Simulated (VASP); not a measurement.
# Sb (Im-3m) in VASP: further runs

The runs below take Sb through single point, with PBE.

All numbers are computed with VASP 6.6.1; they aren't measurements. Logs are shortened: lines on timing, memory, paths and dates and some standing lists are left out, and cuts for length are marked.

### 1 The crystal as given

It takes space group Im-3m (No. 229, cubic). The conventional cell has a = 3.743 Å, b = 3.743 Å, c = 3.743 Å, α = 90.00°, β = 90.00°, γ = 90.00°. Sb (site symmetry m-3m) is surrounded by 8 Sb at 3.24 Å.

This isn't the form of Sb at room conditions, which is rhombohedral.

### 2 Single point, PBE

The input, INCAR:

```
SYSTEM = Sb
PREC = Accurate
ENCUT = 700
EDIFF = 1E-6
ISMEAR = 0
SIGMA = 0.05
LREAL = .False.
LASPH = .True.
NELM = 100
ALGO = Normal
ISIF = 2
LWAVE = .False.
LCHARG = .False.
GGA = PE
ADDGRID = .False.
```

The input, KPOINTS:

```
Automatic mesh
0
Gamma
  3 3 3
  0 0 0
```

The input, POSCAR:

```
Sb
1.0
   -1.8488020000      1.8498240000      1.9110830000
    1.8778730000     -1.8297390000      1.9200690000
    1.8451380000      1.8260750000     -1.8909980000
Sb
1
Direct
   -0.0010080000      0.0132760000      0.0062290000
```

Potentials or basis: VASP PAW PBE potentials, release 64 (Sb).

Started as:

```console
$ cat potpaw_PBE.64/Sb/POTCAR > POTCAR
$ mpirun -np 1 vasp_std > vasp.out
```

OUTCAR:

```text
SYSTEM = Sb
   PREC = Accurate
   ENCUT = 700
   EDIFF = 1E-6
   ISMEAR = 0
   LREAL = .False.
   LASPH = .True.
   NELM = 100
   ISIF = 2
   GGA = PE

 Found     14 irreducible k-points:

 Following reciprocal coordinates:
            Coordinates               Weight
  0.000000  0.000000  0.000000      1.000000
  0.333333 -0.000000  0.000000      2.000000
 -0.000000  0.333333  0.000000      2.000000
  0.333333  0.333333  0.000000      2.000000
 -0.333333  0.333333  0.000000      2.000000
 -0.000000  0.000000  0.333333      2.000000
   k-points           NKPTS =     14   k-points in BZ     NKDIM =     14   number of bands    NBANDS=      6
   number of dos      NEDOS =    301   number of ions     NIONS =      1
   total plane-waves  NPLWV =  21952
   dimension x,y,z NGX =    28 NGY =   28 NGZ =   28
   dimension x,y,z NGXF=    56 NGYF=   56 NGZF=   56
   ions per type =               1
   NGX,Y,Z   is equivalent  to a cutoff of  14.37, 14.32, 14.49 a.u.
   NGXF,Y,Z  is equivalent  to a cutoff of  28.74, 28.65, 28.99 a.u.
 SYSTEM =  Sb
   PREC   = accura    normal or accurate (medium, high low for compatibility)
   ISTART =      0    job   : 0-new  1-cont  2-samecut
   ICHARG =      2    charge: 1-file 2-atom 10-const
   ISPIN  =      1    spin polarized calculation?
   LNONCOLLINEAR =      F non collinear calculations
   LSORBIT =      F    spin-orbit coupling
   LASPH  =      T    aspherical Exc in radial PAW
   ENCUT  =  700.0 eV  51.45 Ry    7.17 a.u.   6.99  7.01  6.93*2*pi/ulx,y,z
   NELM   =    100;   NELMIN=  2; NELMDL= -5     # of ELM steps
   EDIFF  = 0.1E-05   stopping-criterion for ELM
   LREAL  =      F    real-space projection
   EDIFFG = 0.1E-04   stopping-criterion for IOM
   NSW    =      0    number of steps for IOM
   IBRION =     -1    ionic relax: 0-MD 1-quasi-New 2-CG
   NFREE  =      0    steps in history (QN), initial steepest desc. (CG)
   ISIF   =      2    stress and relaxation
   ISYM   =      2    0-nonsym 1-usesym 2-fastsym
   POTIM  = 0.5000    time-step for ionic-motion
   TEBEG  =    0.0;   TEEND  =   0.0 temperature during run
   PSTRESS=    0.0 pullay stress
   NELECT =       5.0000    total number of electrons
   NUPDOWN=      -1.0000    fix difference up-down
   EMIN   =  10.00;   EMAX   =-10.00  energy-range for DOS
   EFERMI =   0.00;   METHOD = LEGACY
   ISMEAR =     0;   SIGMA  =   0.05  broadening in eV -4-tet -1-fermi 0-gaus
   EFERMI_NEDOS =   21; number of points for ismear=-14 and -15
   IALGO  =     38    algorithm
   IMIX   =      4    mixing-type and parameters
     AMIX     =   0.40;   BMIX     =  1.00
     AMIX_MAG =   1.60;   BMIX_MAG =  1.00
  volume/ion in A,a.u.               =      26.21       176.89
  Fermi-wavevector in a.u.,A,eV,Ry     =   0.942378  1.780837 12.083020  0.888077
  Thomas-Fermi vector in A             =   2.069982
   LORBIT       =      0    0 simple, 1 ext, 2 COOP (PROOUT), +10 PAW based schemes
   GGA     = PE    functional components
   LHFCALC =     F    Hartree Fock is set to
   AEXX    =    0.0000 exact exchange contribution
   IVDW    =     0    specifies the selected vdW correction
   LEPSILON=     F    determine dielectric tensor
   LRPA    =     F    only Hartree local field effects (RPA)
 non-spin polarized calculation
 Gauss-broadening in eV      SIGMA  =   0.05
  energy-cutoff  :      700.00
  volume of cell :       26.21
 maximum number of plane-waves:      1114
   NGX = 13   NGY = 13   NGZ = 13

 number of electron       5.0000000 magnetization

 Free energy of the ion-electron system (eV)
  ---------------------------------------------------
  ext. energy  EPLUGINS =         0.00000000
  ---------------------------------------------------
  free energy    TOTEN  =        -4.30661267 eV

  energy without entropy =       -4.30464583  energy(sigma->0) =       -4.30562925

 E-fermi :   8.1632     XC(G=0): -10.3411

 val. band max:        8.0895793002   @ k =  -0.3333  -0.3333   0.3333
 cond. band min:       8.1850327414   @ k =   0.3333  -0.3333   0.3333
 fundamental gap:      0.0954534411
 Fermi energy:         8.1632172774

 k-point     1 :       0.0000    0.0000    0.0000
  band No.  band energies     occupation
      1      -4.2397      2.00000
      2      14.3072      0.00000
      3      14.5410      0.00000
      4      14.7072      0.00000
      5      19.1679      0.00000
      6      19.3939      0.00000

 k-point     2 :       0.3333   -0.0000    0.0000
  band No.  band energies     occupation
      1      -1.9546      2.00000
      2       5.9822      2.00000
      3      11.3586      0.00000
      4      13.1831      0.00000
      5      15.9095      0.00000
      6      16.3960      0.00000

 k-point     3 :      -0.0000    0.3333    0.0000
  band No.  band energies     occupation
      1      -2.0050      2.00000
      2       5.8789      2.00000
      3      11.5092      0.00000
      4      13.4049      0.00000
      5      16.0905      0.00000
      6      16.5870      0.00000

 k-point     4 :       0.3333    0.3333    0.0000
  band No.  band energies     occupation
      1       0.7540      2.00000
      2       4.9078      2.00000
      3       4.9247      2.00000
      4      11.4669      0.00000
      5      17.9995      0.00000
      6      19.9010      0.00000

 k-point     5 :      -0.3333    0.3333    0.0000
  band No.  band energies     occupation
      1      -1.8558      2.00000
      2       6.2104      2.00000
      3      11.0079      0.00000
      4      12.7702      0.00000
      5      15.4579      0.00000
      6      16.0220      0.00000

 k-point     6 :      -0.0000    0.0000    0.3333
  band No.  band energies     occupation
      1      -1.8424      2.00000
      2       6.2437      2.00000
      3      11.0145      0.00000
      4      12.7157      0.00000
      5      15.5521      0.00000
      6      15.8962      0.00000

 [... further k-points ...]

------------------------ aborting loop because EDIFF is reached ----------------------------------------

  FORCE on cell =-STRESS in cart. coord.  units (eV):
  Direction    XX          YY          ZZ          XY          YZ          ZX
  --------------------------------------------------------------------------------------
  -------------------------------------------------------------------------------------
  Total        1.3262143     -1.8754323      2.7834583      0.0202698     -0.1117928     -0.2151192
  in kB       81.0598248   -114.6286923    170.1283413      1.2389120     -6.8329091    -13.1483446
  external PRESSURE =      45.5198246 kB  Pullay stress =       0.0000000 kB

 VOLUME and BASIS-vectors are now :
 -----------------------------------------------------------------------------
  energy-cutoff  :      700.00
  volume of cell :       26.21
      direct lattice vectors                 reciprocal lattice vectors
    -1.848802000  1.849824000  1.911083000    -0.001760844  0.270622024  0.259612708
     1.877873000 -1.829739000  1.920069000     0.266576263 -0.001149462  0.259001326
     1.845138000  1.826075000 -1.890998000     0.268894891  0.272329269 -0.003468089

 POSITION                                       TOTAL-FORCE (eV/Angst)
 -----------------------------------------------------------------------------------
     -1.81051      1.83504      1.92287         0.000000      0.000000      0.000000
 -----------------------------------------------------------------------------------
    total drift:                                0.000000     -0.000000     -0.000000

  FREE ENERGIE OF THE ION-ELECTRON SYSTEM (eV)
  ---------------------------------------------------
  free  energy   TOTEN  =        -4.3066126678 eV

  energy  without entropy=       -4.3046458322  energy(sigma->0) =       -4.30562925
```

Run time: 5.9 s. Hardware: 1 thread of AMD EPYC 7R43 (Zen 3), shared host; peak memory 0.12 GiB.

The run converged, but some of its settings lie outside the range that counts as converged, so its numbers aren't taken as properties of the crystal.

Results:

```
Free energy            : -4.3066 eV
Pressure               : 4.6 GPa
Band gap on the k mesh : none (metal or under the smearing width)
```

Caveat: the k mesh is coarse (spacing up to 0.80 Å⁻¹), so the values aren't converged.

### 3 Single point, PBE

INCAR: that of step 2 with these lines changed.

```diff
@@ -2,3 +2,3 @@
 PREC = Accurate
-ENCUT = 700
+ENCUT = 450
 EDIFF = 1E-6
```

The input, KPOINTS:

```
Automatic mesh
0
Gamma
  4 4 4
  0 0 0
```

The input, POSCAR:

```
Sb
1.0
   -1.8713408863      1.8713408863      1.8713408863
    1.8713408863     -1.8713408863      1.8713408863
    1.8713408863      1.8713408863     -1.8713408863
Sb
1
Direct
    0.0000000000      0.0000000000      0.0000000000
```

Potentials or basis: VASP PAW PBE potentials, release 64 (Sb).

Started as:

```console
$ cat potpaw_PBE.64/Sb/POTCAR > POTCAR
$ mpirun -np 1 vasp_std > vasp.out
```

Wall time 3.6 s (1 thread of AMD EPYC 7R43 (Zen 3), shared host); peak memory 0.09 GiB.

These settings aren't checked as converged: the numbers below hold their error.

Results:

* Free energy: -3.8189 eV
* Pressure: -0.1 GPa
* Band gap on the k mesh: none (metal or under the smearing width)

Caveat: the k mesh is coarse (spacing up to 0.59 Å⁻¹), so the values aren't converged.

### 4 Single point, PBE

INCAR is that of step 3.

KPOINTS is that of step 3.

The input, POSCAR:

```
Sb
1.0
   -1.8488020000      1.8498240000      1.9110830000
    1.8778730000     -1.8297390000      1.9200690000
    1.8451380000      1.8260750000     -1.8909980000
Sb
1
Direct
   -0.0010080000      0.0132760000      0.0062290000
```

Potentials or basis: VASP PAW PBE potentials, release 64 (Sb).

Started as:

```console
$ cat potpaw_PBE.64/Sb/POTCAR > POTCAR
$ mpirun -np 1 vasp_std > vasp.out
```

OUTCAR:

```text
SYSTEM = Sb
   PREC = Accurate
   ENCUT = 450
   EDIFF = 1E-6
   ISMEAR = 0
   LREAL = .False.
   LASPH = .True.
   NELM = 100
   ISIF = 2
   GGA = PE

 Found     36 irreducible k-points:

 Following reciprocal coordinates:
            Coordinates               Weight
  0.000000  0.000000  0.000000      1.000000
  0.250000 -0.000000  0.000000      2.000000
  0.500000 -0.000000  0.000000      1.000000
  0.000000  0.250000  0.000000      2.000000
  0.250000  0.250000  0.000000      2.000000
  0.500000  0.250000  0.000000      2.000000
   k-points           NKPTS =     36   k-points in BZ     NKDIM =     36   number of bands    NBANDS=      6
   number of dos      NEDOS =    301   number of ions     NIONS =      1
   total plane-waves  NPLWV =  13824
   dimension x,y,z NGX =    24 NGY =   24 NGZ =   24
   dimension x,y,z NGXF=    48 NGYF=   48 NGZF=   48
   ions per type =               1
   NGX,Y,Z   is equivalent  to a cutoff of  12.32, 12.28, 12.42 a.u.
   NGXF,Y,Z  is equivalent  to a cutoff of  24.64, 24.55, 24.85 a.u.
 SYSTEM =  Sb
   PREC   = accura    normal or accurate (medium, high low for compatibility)
   ISTART =      0    job   : 0-new  1-cont  2-samecut
   ICHARG =      2    charge: 1-file 2-atom 10-const
   ISPIN  =      1    spin polarized calculation?
   LNONCOLLINEAR =      F non collinear calculations
   LSORBIT =      F    spin-orbit coupling
   LASPH  =      T    aspherical Exc in radial PAW
   ENCUT  =  450.0 eV  33.07 Ry    5.75 a.u.   5.60  5.62  5.56*2*pi/ulx,y,z
   NELM   =    100;   NELMIN=  2; NELMDL= -5     # of ELM steps
   EDIFF  = 0.1E-05   stopping-criterion for ELM
   LREAL  =      F    real-space projection
   EDIFFG = 0.1E-04   stopping-criterion for IOM
   NSW    =      0    number of steps for IOM
   IBRION =     -1    ionic relax: 0-MD 1-quasi-New 2-CG
   NFREE  =      0    steps in history (QN), initial steepest desc. (CG)
   ISIF   =      2    stress and relaxation
   ISYM   =      2    0-nonsym 1-usesym 2-fastsym
   POTIM  = 0.5000    time-step for ionic-motion
   TEBEG  =    0.0;   TEEND  =   0.0 temperature during run
   PSTRESS=    0.0 pullay stress
   NELECT =       5.0000    total number of electrons
   NUPDOWN=      -1.0000    fix difference up-down
   EMIN   =  10.00;   EMAX   =-10.00  energy-range for DOS
   EFERMI =   0.00;   METHOD = LEGACY
   ISMEAR =     0;   SIGMA  =   0.05  broadening in eV -4-tet -1-fermi 0-gaus
   EFERMI_NEDOS =   21; number of points for ismear=-14 and -15
   IALGO  =     38    algorithm
   IMIX   =      4    mixing-type and parameters
     AMIX     =   0.40;   BMIX     =  1.00
     AMIX_MAG =   1.60;   BMIX_MAG =  1.00
  volume/ion in A,a.u.               =      26.21       176.89
  Fermi-wavevector in a.u.,A,eV,Ry     =   0.942378  1.780837 12.083020  0.888077
  Thomas-Fermi vector in A             =   2.069982
   LORBIT       =      0    0 simple, 1 ext, 2 COOP (PROOUT), +10 PAW based schemes
   GGA     = PE    functional components
   LHFCALC =     F    Hartree Fock is set to
   AEXX    =    0.0000 exact exchange contribution
   IVDW    =     0    specifies the selected vdW correction
   LEPSILON=     F    determine dielectric tensor
   LRPA    =     F    only Hartree local field effects (RPA)
 non-spin polarized calculation
 Gauss-broadening in eV      SIGMA  =   0.05
  energy-cutoff  :      450.00
  volume of cell :       26.21
 maximum number of plane-waves:       581
 NGX is ok and might be reduce to    24
   NGX = 11   NGY = 11   NGZ = 11

 number of electron       5.0000000 magnetization

 Free energy of the ion-electron system (eV)
  ---------------------------------------------------
  ext. energy  EPLUGINS =         0.00000000
  ---------------------------------------------------
  free energy    TOTEN  =        -3.81377635 eV

  energy without entropy =       -3.81201776  energy(sigma->0) =       -3.81289706

 E-fermi :   8.5874     XC(G=0): -10.3536

 val. band max:        8.5231503885   @ k =   0.0000  -0.2500   0.2500
 cond. band min:       8.6054919194   @ k =  -0.2500   0.2500   0.0000
 fundamental gap:      0.0823415310
 Fermi energy:         8.5873883668

 k-point     1 :       0.0000    0.0000    0.0000
  band No.  band energies     occupation
      1      -4.2648      2.00000
      2      14.2606      0.00000
      3      14.5143      0.00000
      4      14.6550      0.00000
      5      19.1059      0.00000
      6      19.3361      0.00000

 k-point     2 :       0.2500   -0.0000    0.0000
  band No.  band energies     occupation
      1      -2.9601      2.00000
      2       8.3270      2.00000
      3      12.0784      0.00000
      4      13.6060      0.00000
      5      16.5145      0.00000
      6      16.9319      0.00000

 k-point     3 :       0.5000   -0.0000    0.0000
  band No.  band energies     occupation
      1      -0.1790      2.00000
      2       3.0161      2.00000
      3      10.6693      0.00000
      4      12.7545      0.00000
      5      15.4090      0.00000
      6      15.9121      0.00000

 k-point     4 :       0.0000    0.2500    0.0000
  band No.  band energies     occupation
      1      -2.9870      2.00000
      2       8.1809      2.00000
      3      12.2477      0.00000
      4      13.7539      0.00000
      5      16.6889      0.00000
      6      17.0908      0.00000

 k-point     5 :       0.2500    0.2500    0.0000
  band No.  band energies     occupation
      1      -0.6703      2.00000
      2       5.3312      2.00000
      3       7.1135      2.00000
      4      11.9170      0.00000
      5      17.7392      0.00000
      6      18.9490      0.00000

 k-point     6 :       0.5000    0.2500    0.0000
  band No.  band energies     occupation
      1      -0.4620      2.00000
      2       5.0978      2.00000
      3       7.1934      2.00000
      4      11.6697      0.00000
      5      17.2457      0.00000
      6      18.6720      0.00000

 [... further k-points ...]

------------------------ aborting loop because EDIFF is reached ----------------------------------------

  FORCE on cell =-STRESS in cart. coord.  units (eV):
  Direction    XX          YY          ZZ          XY          YZ          ZX
  --------------------------------------------------------------------------------------
  -------------------------------------------------------------------------------------
  Total       -0.0385301      0.2959268     -0.2794630     -0.1051187     -0.1489873     -0.2656014
  in kB       -2.3550038     18.0874021    -17.0811157     -6.4249795     -9.1062832    -16.2338784
  external PRESSURE =      -0.4495725 kB  Pullay stress =       0.0000000 kB

 VOLUME and BASIS-vectors are now :
 -----------------------------------------------------------------------------
  energy-cutoff  :      450.00
  volume of cell :       26.21
      direct lattice vectors                 reciprocal lattice vectors
    -1.848802000  1.849824000  1.911083000    -0.001760844  0.270622024  0.259612708
     1.877873000 -1.829739000  1.920069000     0.266576263 -0.001149462  0.259001326
     1.845138000  1.826075000 -1.890998000     0.268894891  0.272329269 -0.003468089

 POSITION                                       TOTAL-FORCE (eV/Angst)
 -----------------------------------------------------------------------------------
     -1.81051      1.83504      1.92287         0.000000      0.000000     -0.000000
 -----------------------------------------------------------------------------------
    total drift:                               -0.000000     -0.000000     -0.000000

  FREE ENERGIE OF THE ION-ELECTRON SYSTEM (eV)
  ---------------------------------------------------
  free  energy   TOTEN  =        -3.8137763473 eV

  energy  without entropy=       -3.8120177646  energy(sigma->0) =       -3.81289706
```

OSZICAR:

```text
N       E                     dE             d eps       ncg     rms          rms(c)
DAV:   1     0.681354709315E+01    0.68135E+01   -0.15216E+03   444   0.480E+02
DAV:   2    -0.368314141111E+01   -0.10497E+02   -0.98077E+01   636   0.684E+01
DAV:   3    -0.381817653539E+01   -0.13504E+00   -0.13416E+00   450   0.889E+00
DAV:   4    -0.381875196501E+01   -0.57543E-03   -0.57540E-03   546   0.780E-01
DAV:   5    -0.381875506740E+01   -0.31024E-05   -0.31033E-05   492   0.473E-02    0.185E+00
DAV:   6    -0.381546088164E+01    0.32942E-02   -0.27659E-03   468   0.360E-01    0.105E+00
DAV:   7    -0.381375135336E+01    0.17095E-02   -0.59032E-03   468   0.517E-01    0.776E-02
DAV:   8    -0.381377569330E+01   -0.24340E-04   -0.82301E-05   504   0.889E-02    0.625E-03
DAV:   9    -0.381377634728E+01   -0.65398E-06   -0.11981E-06   510   0.106E-02
   1 F= -.38137763E+01 E0= -.38128971E+01  d E =-.175858E-02
```

It took 8.2 s on 1 thread of AMD EPYC 7R43 (Zen 3), shared host; peak memory 0.1 GiB.

These settings aren't checked as converged: the numbers below hold their error.

Results:

```
Free energy            : -3.8138 eV
Pressure               : 0.0 GPa
Band gap on the k mesh : none (metal or under the smearing width)
```

Caveat: the k mesh is coarse (spacing up to 0.60 Å⁻¹), so the values aren't converged.
